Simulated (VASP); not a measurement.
Input of a VASP 6.6.1 run:

INCAR

```
SYSTEM = HfO2
PREC = Accurate
ENCUT = 600
EDIFF = 1E-6
ISMEAR = -1
SIGMA = 0.05
LREAL = .False.
LASPH = .True.
NELM = 100
ALGO = Normal
ISIF = 3
LWAVE = .False.
LCHARG = .False.
GGA = PE
IBRION = 2
NSW = 40
EDIFFG = -0.02
```

KPOINTS

```
regular mesh
0
Gamma
  6 6 6
  0 0 0
```

Contents of POSCAR:

```
HfO2
1.0
    5.1180000000      0.0000000000      0.0000000000
    0.0000000000      5.1857000000      0.0000000000
   -0.8586630598      0.0000000000      5.2138671406
Hf O
4 8
Direct
    0.2755000000      0.0397000000      0.2080000000
    0.7245000000      0.5397000000      0.2920000000
    0.7245000000      0.9603000000      0.7920000000
    0.2755000000      0.4603000000      0.7080000000
    0.4487000000      0.7581000000      0.4801000000
    0.5513000000      0.2581000000      0.0199000000
    0.5513000000      0.2419000000      0.5199000000
    0.4487000000      0.7419000000      0.9801000000
    0.0742000000      0.3316000000      0.3467000000
    0.9258000000      0.8316000000      0.1533000000
    0.9258000000      0.6684000000      0.6533000000
    0.0742000000      0.1684000000      0.8467000000
```

Potentials or basis: VASP PAW PBE potentials, release 64 (Hf_pv, O).

Run with:

```console
$ cat potpaw_PBE.64/Hf_pv/POTCAR potpaw_PBE.64/O/POTCAR > POTCAR
$ mpirun -np 1 vasp_std > vasp.out
```

**Question.** Estimate the space group after relaxing (to 0.05 Å).

**Answer.** P2_1/c (No. 14).

**Question.** Predict the relaxed cell.

**Answer.** a = 5.133 Å, b = 5.194 Å, c = 5.315 Å, α = 90.00°, β = 99.63°, γ = 90.00°.

**Question.** Predict the band gap on the k mesh.

**Answer.** 4.03 eV, indirect (least direct gap 4.11 eV).

**Question.** Predict the relaxed volume.

**Answer.** 11.64 Å³/atom.

Final structure:
```cif
data_structure
_symmetry_space_group_name_H-M 'P 1'
_symmetry_Int_Tables_number 1
_cell_length_a 5.1327
_cell_length_b 5.1945
_cell_length_c 5.3154
_cell_angle_alpha 90.000
_cell_angle_beta 99.628
_cell_angle_gamma 90.000
_cell_volume 139.72
loop_
_atom_site_label
_atom_site_type_symbol
_atom_site_fract_x
_atom_site_fract_y
_atom_site_fract_z
_atom_site_occupancy
Hf1 Hf 0.27605 0.04264 0.20766 1
Hf2 Hf 0.72395 0.54264 0.29234 1
Hf3 Hf 0.72395 0.95736 0.79234 1
Hf4 Hf 0.27605 0.45736 0.70766 1
O1 O 0.44815 0.75767 0.47844 1
O2 O 0.55185 0.25767 0.02156 1
O3 O 0.55185 0.24233 0.52156 1
O4 O 0.44815 0.74233 0.97844 1
O5 O 0.06926 0.33261 0.34489 1
O6 O 0.93073 0.83261 0.15510 1
O7 O 0.93074 0.66739 0.65511 1
O8 O 0.06926 0.16739 0.84489 1
```

Caveat: spin-orbit coupling is left out, which moves the levels of the heavy elements. A hybrid or GW would open this gap; PBE tends to underestimate it.
